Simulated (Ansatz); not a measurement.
## What moves the field gradients of TiO2?

Cell of run 1: a COD entry.

```cif
data_TiO2
_symmetry_space_group_name_H-M 'Pbcn'
_symmetry_Int_Tables_number 60
_cell_length_a 4.5318
_cell_length_b 5.5019
_cell_length_c 4.9063
_cell_angle_alpha 90.000
_cell_angle_beta 90.000
_cell_angle_gamma 90.000
loop_
_atom_site_label
_atom_site_type_symbol
_atom_site_symmetry_multiplicity
_atom_site_Wyckoff_symbol
_atom_site_fract_x
_atom_site_fract_y
_atom_site_fract_z
Ti Ti 4 c 0.0000 0.1704 0.2500
O O 8 d 0.2716 0.3814 0.4142
```

One atom of each set is listed.

Relaxed positions (PBE, cell held):

Ti (0.0000, 0.1758, 0.2500)
O (0.2702, 0.3824, 0.4195)

All runs are DFT with Ansatz 0.2.0 (plane waves and PAW, scalar-relativistic unless spin–orbit coupling is named, Γ-centred meshes, Fermi–Dirac smearing where given) in this cell.

Run 1: PBE, atoms as given; 420 eV, 5×4×4 k-points, smearing 0.02 eV.
Run 2: PBE, atoms relaxed; 420 eV, 5×4×4 k-points, smearing 0.02 eV.
Run 3: r2SCAN, at the relaxed atoms; 500 eV, 5×4×4 k-points, smearing 0.02 eV.
Run 4: PBE, gradients read without the response of the cores, at the relaxed atoms; 420 eV, 5×4×4 k-points, smearing 0.02 eV.

```csv
run,Ti V_zz (η),O V_zz (η)
1,-2.14 (0.71),-2.77 (0.52)
2,2.83 (0.51),-2.71 (0.53)
3,2.77 (0.50),-2.96 (0.51)
4,?,?
```

V_zz in 10²¹ V/m².

(1) Estimate the row of run 4.

Results:

(1) Ti: 2.88 (0.51); O: -2.80 (0.53). It lies nearest to run 2, from whose tensors on these sites it differs by 0.09 at most (largest principal value of the difference, on O). Taken one at a time, the positions of the atoms (as given or relaxed) move the tensors on these sites by up to 1.03 (largest principal value of the change, on Ti), the functional (r2SCAN with its higher cutoff) by 0.30 (O), the response of the cores by 0.09 (O). On some sites the largest principal value moves to another axis from run to run, and the sign of V_zz can flip with it.

The cell isn't the equilibrium one in runs 1, 2, 4 (calculated pressure 6, 6, 6 GPa), and the entry's cell may itself be off. Run 1: The values hang on the deposited positions: relaxing the atoms moves V_zz on Ti from -2.14 to 2.83.
